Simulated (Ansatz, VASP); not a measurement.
**V: VASP beside Ansatz**

```xyz
2
Lattice="2.6554 0.0000 0.0000 -1.3277 2.2996 0.0000 0.0000 0.0000 4.8160" Properties=species:S:1:pos:R:3 pbc="T T T"
V     0.0000    1.5331    1.2040
V     1.3277    0.7665    3.6120
```

Change from the starting cell: volume scaled by 1.06.

Alike in both runs: task single point; functional PBE; k mesh 12 × 12 × 6; occupations fermi-dirac, width 0.05 eV; collinear spin, ferromagnetic start.

|  | VASP | Ansatz |
| --- | --- | --- |
| version | VASP 6.6.1 | Ansatz 0.2.0 |
| potentials or method | VASP PAW PBE potentials, release 64 (V_sv) | Ansatz PAW |
| plane-wave cutoff (eV) | 520 | 420 |
| valence electrons in the cell | 26 | 26 |

```tsv
	VASP	Ansatz	Ansatz less VASP
gap on the k mesh at the Fermi level (eV)	none	none	-
pressure (GPa)	-9.2	-9.4	-0.18
largest component of the traceless stress (GPa)	0.53	0.51	-0.019
net moment per atom (μB)	0.00	0.00	0.000
```

A gap of «none» marks a metal or a gap that the smearing closes.

Caveats: the starting moments weren't kept (Ansatz).
